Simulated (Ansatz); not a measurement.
Rock-salt NaBr

These are Hartree–Fock (Ansatz, a quantum-chemistry and plane-wave program, PAW) values and carry that method's errors.

Run with plane-wave cutoff 460 eV, 8×8×8 k mesh, Fermi–Dirac smearing 0.01 eV, scalar-relativistic PAW data made under PBE.

Cell: relaxed at this level.

```
Quantity                                                                   Result
------------------------------------------  -------------------------------------
volume per atom                                                     29.19 Å³/atom
bulk modulus                                                             17.5 GPa
lattice parameter a                                                       6.158 Å
band gap                                    11.73 eV (on the SCF k mesh) (direct)
width of the whole s-p valence band                                      16.83 eV
pressure derivative B′ of the bulk modulus                                    4.7
```

Measured, for comparison: band gap 7.1 eV (temperature not stated, not corrected to a static lattice; as tabulated in Aguado et al. (1998), arXiv:cond-mat/9809176); equilibrium volume per atom 26.01 Å³/atom, lattice constant a 5.926 Å (low temperature, zero-point motion not removed; as tabulated in Doll and Stoll (1998), arXiv:cond-mat/9801031); bulk modulus 22.6 GPa (4 K, zero-point motion not removed; as tabulated in Doll and Stoll (1998), arXiv:cond-mat/9801031). Computed (rounded) less measured: equilibrium volume per atom +12.2 %, bulk modulus -23 %, lattice constant a +3.9 %.

Spin–orbit coupling is not included.

Static lattice: no zero-point or thermal effects.

Cost on a shared machine: roughly 7 core-minutes.
